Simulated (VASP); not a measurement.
# NaH (Fm-3m) in VASP: further runs, part 3 of 3

VASP 6.6.1. The steps go on from the part before.

## 5. Single point, PBE

INCAR reads:

```
SYSTEM = NaH
PREC = Accurate
ENCUT = 450
EDIFF = 1E-6
ISMEAR = 0
SIGMA = 0.05
LREAL = .False.
LASPH = .False.
NELM = 100
ALGO = Normal
ISIF = 2
LWAVE = .False.
LCHARG = .False.
GGA = PE
NBANDS = 11
ADDGRID = .False.
```

KPOINTS reads:

```
Automatic mesh
0
Gamma
  5 5 5
  0 0 0
```

POSCAR reads:

```
NaH
1.0
    0.0000000000      2.4400000000      2.4400000000
    2.4400000000      0.0000000000      2.4400000000
    2.4400000000      2.4400000000      0.0000000000
Na H
1 1
Direct
   -0.0187210000      0.0228060000      0.0160610000
    0.4668300000      0.5164870000      0.5214060000
```

Potentials or basis: VASP PAW PBE potentials, release 64 (Na_pv, H).

Command:

```bash
cat potpaw_PBE.64/Na_pv/POTCAR potpaw_PBE.64/H/POTCAR > POTCAR
mpirun -np 1 vasp_std > vasp.out
```

OUTCAR:

```text
SYSTEM = NaH
   PREC = Accurate
   ENCUT = 450
   EDIFF = 1E-6
   ISMEAR = 0
   LREAL = .False.
   LASPH = .False.
   NELM = 100
   ISIF = 2
   GGA = PE

 Found     63 irreducible k-points:

 Following reciprocal coordinates:
            Coordinates               Weight
  0.000000  0.000000  0.000000      1.000000
  0.200000  0.000000  0.000000      2.000000
  0.000000  0.200000  0.000000      2.000000
  0.000000  0.000000  0.200000      2.000000
  0.200000  0.200000  0.200000      2.000000
  0.400000  0.000000  0.000000      2.000000
   k-points           NKPTS =     63   k-points in BZ     NKDIM =     63   number of bands    NBANDS=     11
   number of dos      NEDOS =    301   number of ions     NIONS =      2
   total plane-waves  NPLWV =  13824
   dimension x,y,z NGX =    24 NGY =   24 NGZ =   24
   dimension x,y,z NGXF=    48 NGYF=   48 NGZF=   48
   ions per type =               1   1
   NGX,Y,Z   is equivalent  to a cutoff of  11.56, 11.56, 11.56 a.u.
   NGXF,Y,Z  is equivalent  to a cutoff of  23.13, 23.13, 23.13 a.u.
 SYSTEM =  NaH
   PREC   = accura    normal or accurate (medium, high low for compatibility)
   ISTART =      0    job   : 0-new  1-cont  2-samecut
   ICHARG =      2    charge: 1-file 2-atom 10-const
   ISPIN  =      1    spin polarized calculation?
   LNONCOLLINEAR =      F non collinear calculations
   LSORBIT =      F    spin-orbit coupling
   LASPH  =      F    aspherical Exc in radial PAW
   ENCUT  =  450.0 eV  33.07 Ry    5.75 a.u.   5.97  5.97  5.97*2*pi/ulx,y,z
   NELM   =    100;   NELMIN=  2; NELMDL= -5     # of ELM steps
   EDIFF  = 0.1E-05   stopping-criterion for ELM
   LREAL  =      F    real-space projection
   EDIFFG = 0.1E-04   stopping-criterion for IOM
   NSW    =      0    number of steps for IOM
   IBRION =     -1    ionic relax: 0-MD 1-quasi-New 2-CG
   NFREE  =      0    steps in history (QN), initial steepest desc. (CG)
   ISIF   =      2    stress and relaxation
   ISYM   =      2    0-nonsym 1-usesym 2-fastsym
   POTIM  = 0.5000    time-step for ionic-motion
   TEBEG  =    0.0;   TEEND  =   0.0 temperature during run
   PSTRESS=    0.0 pullay stress
   NELECT =       8.0000    total number of electrons
   NUPDOWN=      -1.0000    fix difference up-down
   EMIN   =  10.00;   EMAX   =-10.00  energy-range for DOS
   EFERMI =   0.00;   METHOD = LEGACY
   ISMEAR =     0;   SIGMA  =   0.05  broadening in eV -4-tet -1-fermi 0-gaus
   EFERMI_NEDOS =   21; number of points for ismear=-14 and -15
   IALGO  =     38    algorithm
   IMIX   =      4    mixing-type and parameters
     AMIX     =   0.40;   BMIX     =  1.00
     AMIX_MAG =   1.60;   BMIX_MAG =  1.00
  volume/ion in A,a.u.               =      14.53        98.03
  Fermi-wavevector in a.u.,A,eV,Ry     =   1.065054  2.012660 15.433636  1.134340
  Thomas-Fermi vector in A             =   2.200593
   LORBIT       =      0    0 simple, 1 ext, 2 COOP (PROOUT), +10 PAW based schemes
   GGA     = PE    functional components
   LHFCALC =     F    Hartree Fock is set to
   AEXX    =    0.0000 exact exchange contribution
   IVDW    =     0    specifies the selected vdW correction
   LEPSILON=     F    determine dielectric tensor
   LRPA    =     F    only Hartree local field effects (RPA)
 non-spin polarized calculation
 Gauss-broadening in eV      SIGMA  =   0.05
  energy-cutoff  :      450.00
  volume of cell :       29.05
 maximum number of plane-waves:       639
   NGX = 11   NGY = 11   NGZ = 11

 number of electron       7.9999993 magnetization

 Free energy of the ion-electron system (eV)
  ---------------------------------------------------
  ext. energy  EPLUGINS =         0.00000000
  ---------------------------------------------------
  free energy    TOTEN  =        -5.08379256 eV

  energy without entropy =       -5.08379256  energy(sigma->0) =       -5.08379256

 E-fermi :  -1.0775     XC(G=0):  -7.6726

 val. band max:       -1.3028499679   @ k =   0.2000  -0.4000  -0.4000
 cond. band min:       3.2349386283   @ k =   0.4000   0.4000   0.4000
 fundamental gap:      4.5377885962
 Fermi energy:        -1.0774804677

 k-point     1 :       0.0000    0.0000    0.0000
  band No.  band energies     occupation
      1     -23.3584      2.00000
      2     -23.3584      2.00000
      3     -23.3580      2.00000
      4      -4.7404      2.00000
      5       8.9537      0.00000
      6      14.1645      0.00000
      7      14.1653      0.00000
      8      14.1791      0.00000
      9      14.9724      0.00000
     10      14.9840      0.00000
     11      14.9926      0.00000

 k-point     2 :       0.2000    0.0000    0.0000
  band No.  band energies     occupation
      1     -23.3880      2.00000
      2     -23.3621      2.00000
      3     -23.3617      2.00000
      4      -4.0832      2.00000
      5       6.8599      0.00000
      6      10.5519      0.00000
      7      12.8588      0.00000
      8      12.8634      0.00000
      9      16.2141      0.00000
     10      16.2186      0.00000
     11      16.8399      0.00000

 k-point     3 :       0.0000    0.2000    0.0000
  band No.  band energies     occupation
      1     -23.3878      2.00000
      2     -23.3621      2.00000
      3     -23.3619      2.00000
      4      -4.0832      2.00000
      5       6.8606      0.00000
      6      10.5494      0.00000
      7      12.8591      0.00000
      8      12.8671      0.00000
      9      16.2102      0.00000
     10      16.2175      0.00000
     11      16.8401      0.00000

 k-point     4 :       0.0000    0.0000    0.2000
  band No.  band energies     occupation
      1     -23.3878      2.00000
      2     -23.3621      2.00000
      3     -23.3619      2.00000
      4      -4.0832      2.00000
      5       6.8607      0.00000
      6      10.5493      0.00000
      7      12.8591      0.00000
      8      12.8674      0.00000
      9      16.2099      0.00000
     10      16.2174      0.00000
     11      16.8401      0.00000

 k-point     5 :       0.2000    0.2000    0.2000
  band No.  band energies     occupation
      1     -23.3880      2.00000
      2     -23.3620      2.00000
      3     -23.3617      2.00000
      4      -4.0832      2.00000
      5       6.8597      0.00000
      6      10.5523      0.00000
      7      12.8586      0.00000
      8      12.8629      0.00000
      9      16.2146      0.00000
     10      16.2190      0.00000
     11      16.8399      0.00000

 k-point     6 :       0.4000    0.0000    0.0000
  band No.  band energies     occupation
      1     -23.4350      2.00000
      2     -23.3677      2.00000
      3     -23.3674      2.00000
      4      -2.4911      2.00000
      5       3.2351      0.00000
      6       9.4789      0.00000
      7      12.0910      0.00000
      8      12.0957      0.00000
      9      15.0463      0.00000
     10      15.0476      0.00000
     11      17.4383      0.00000

 [... further k-points ...]

------------------------ aborting loop because EDIFF is reached ----------------------------------------

  FORCE on cell =-STRESS in cart. coord.  units (eV):
  Direction    XX          YY          ZZ          XY          YZ          ZX
  --------------------------------------------------------------------------------------
  -------------------------------------------------------------------------------------
  Total       -0.1637784     -0.1611170     -0.1497613     -0.0000322     -0.0010913     -0.0000313
  in kB       -9.0316654     -8.8849001     -8.2586786     -0.0017747     -0.0601787     -0.0017251
  external PRESSURE =      -8.7250814 kB  Pullay stress =       0.0000000 kB

 VOLUME and BASIS-vectors are now :
 -----------------------------------------------------------------------------
  energy-cutoff  :      450.00
  volume of cell :       29.05
      direct lattice vectors                 reciprocal lattice vectors
     0.000000000  2.440000000  2.440000000    -0.204918033  0.204918033  0.204918033
     2.440000000  0.000000000  2.440000000     0.204918033 -0.204918033  0.204918033
     2.440000000  2.440000000  0.000000000     0.204918033  0.204918033 -0.204918033

 POSITION                                       TOTAL-FORCE (eV/Angst)
 -----------------------------------------------------------------------------------
      0.09484      2.43351      2.44997        -0.001892     -0.017142     -0.039318
      2.53246      2.41130      2.39929         0.001892      0.017142      0.039318
 -----------------------------------------------------------------------------------
    total drift:                               -0.000123     -0.000079      0.000340

  FREE ENERGIE OF THE ION-ELECTRON SYSTEM (eV)
  ---------------------------------------------------
  free  energy   TOTEN  =        -5.0837925644 eV

  energy  without entropy=       -5.0837925644  energy(sigma->0) =       -5.08379256
```

OSZICAR:

```text
N       E                     dE             d eps       ncg     rms          rms(c)
DAV:   1     0.305293196767E+02    0.30529E+02   -0.38202E+03  1392   0.756E+02
DAV:   2    -0.448412111424E+01   -0.35013E+02   -0.34637E+02  1454   0.173E+02
DAV:   3    -0.550167342372E+01   -0.10176E+01   -0.10165E+01  1645   0.284E+01
DAV:   4    -0.550825720701E+01   -0.65838E-02   -0.65832E-02  1606   0.232E+00
DAV:   5    -0.550831998877E+01   -0.62782E-04   -0.62781E-04  1590   0.232E-01    0.316E+00
DAV:   6    -0.516921685342E+01    0.33910E+00   -0.33899E-01  1680   0.271E+00    0.146E+00
DAV:   7    -0.507897810717E+01    0.90239E-01   -0.32681E-01  1563   0.210E+00    0.357E-01
DAV:   8    -0.508387502717E+01   -0.48969E-02   -0.10380E-02  1497   0.940E-01    0.684E-02
DAV:   9    -0.508379684286E+01    0.78184E-04   -0.11566E-03  1775   0.350E-01    0.222E-02
DAV:  10    -0.508378848805E+01    0.83548E-05   -0.62039E-05  1580   0.495E-02    0.423E-03
DAV:  11    -0.508379250526E+01   -0.40172E-05   -0.62115E-06  1515   0.109E-02    0.320E-03
DAV:  12    -0.508379256445E+01   -0.59186E-07   -0.23682E-07  1044   0.327E-03
   1 F= -.50837926E+01 E0= -.50837926E+01  d E =-.381145E-11
```

stdout:

```text
POSCAR found type information on POSCAR NaH
 POSCAR found :  2 types and       2 ions
 scaLAPACK will be used
 LDA part: xc-table for (Slater+PW92), standard interpolation
 POSCAR, INCAR and KPOINTS ok, starting setup
 FFT: planning ... GRIDC
 FFT: planning ... GRID_SOFT
 FFT: planning ... GRID
 WAVECAR not read
 entering main loop
```

Wall time 7.3 s (1 thread of Intel Xeon Platinum 8259CL at 2.50GHz (Skylake/Cascade Lake), shared host); peak memory 0.14 GiB.

These settings aren't checked as converged: the numbers below hold their error.

Results:

| Quantity | Value |
| --- | --- |
| Free energy | -5.0838 eV |
| Pressure | -0.9 GPa |
| Largest force | 0.043 eV/Å |
| Band gap on the k mesh | 4.54 eV, indirect (least direct gap 5.02 eV) |

Caveat: the k mesh is coarse (spacing up to 0.45 Å⁻¹), so the values aren't converged; an odd mesh through Γ misses points on the zone boundary, where band edges often lie.

## 6. Single point, PBE

INCAR reads:

```
SYSTEM = NaH
PREC = Normal
ENCUT = 450
EDIFF = 1E-4
ISMEAR = 0
SIGMA = 0.05
LREAL = Auto
LASPH = .True.
NELM = 100
ALGO = Normal
ISIF = 2
LWAVE = .False.
LCHARG = .False.
GGA = PE
NBANDS = 11
ADDGRID = .False.
```

KPOINTS is that of step 5.

POSCAR reads:

```
NaH
1.0
    0.0000000000      2.4400000000      2.4400000000
    2.4400000000      0.0000000000      2.4400000000
    2.4400000000      2.4400000000      0.0000000000
Na H
1 1
Direct
    0.0000000000      0.0000000000      0.0000000000
    0.5000000000      0.5000000000      0.5000000000
```

Potentials or basis: VASP PAW PBE potentials, release 64 (Na_pv, H).

Command:

```bash
cat potpaw_PBE.64/Na_pv/POTCAR potpaw_PBE.64/H/POTCAR > POTCAR
mpirun -np 1 vasp_std > vasp.out
```

Run time: 2.1 s. Hardware: 1 thread of Intel Xeon Platinum 8259CL at 2.50GHz (Skylake/Cascade Lake), shared host; peak memory 0.11 GiB.

The run converged, but some of its settings lie outside the range that counts as converged, so its numbers aren't taken as properties of the crystal.

What came out:

| Quantity | Value |
| --- | --- |
| Free energy | -5.0854 eV |
| Pressure | -0.9 GPa |
| Band gap on the k mesh | 4.54 eV, indirect (least direct gap 5.02 eV) |

Caveat: the k mesh is coarse (spacing up to 0.45 Å⁻¹), so the values aren't converged; an odd mesh through Γ misses points on the zone boundary, where band edges often lie.
